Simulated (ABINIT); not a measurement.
Crystal: SnTe.

```
Te Sn
1.0
     0.00000    3.15085    3.15085
     3.15085    0.00000    3.15085
     3.15085    3.15085    0.00000
Te Sn
1 1
Direct
  0.50000 0.50000 0.50000
  0.00000 0.00000 0.00000
```

- Program: ABINIT 10.8.3 (patched build)
- Task: single point
- Functional: PBEsol
- Potentials or basis: PseudoDojo NC SR PBEsol v0.4.1 standard
- Cutoff: 1088 eV
- k mesh: 7 × 7 × 7
- Occupations: fermi-dirac, width 0.05 eV
- Spin: no spin polarisation

On this cell: pressure -0.3 GPa; largest force zero by symmetry; band gap on the k mesh not listed.

The same run follows on a disturbed copy (atoms moved at random, drawn with an rms of 0.05 Å):

```xyz
2
Lattice="0.0000 3.1509 3.1509 3.1509 0.0000 3.1509 3.1509 3.1509 0.0000" Properties=species:S:1:pos:R:3 pbc="T T T"
Te    3.1510    3.2022    3.1652
Sn   -0.0421    0.0002   -0.0197
```

Problem. What changes?

Solution. The energy moves by +0.2 meV/atom; pressure -0.2 GPa; largest force 0.016 eV/Å; band gap on the k mesh 0.67 eV, direct.

Forces in eV/Å, atoms in the order of the input:
```
Te  -0.009 -0.011 -0.007
Sn   0.009  0.011  0.007
```

Caveats: spin-orbit coupling is left out, which moves the levels of the heavy elements (some runs); an odd mesh through Γ misses points on the zone boundary, where band edges often lie (some runs).
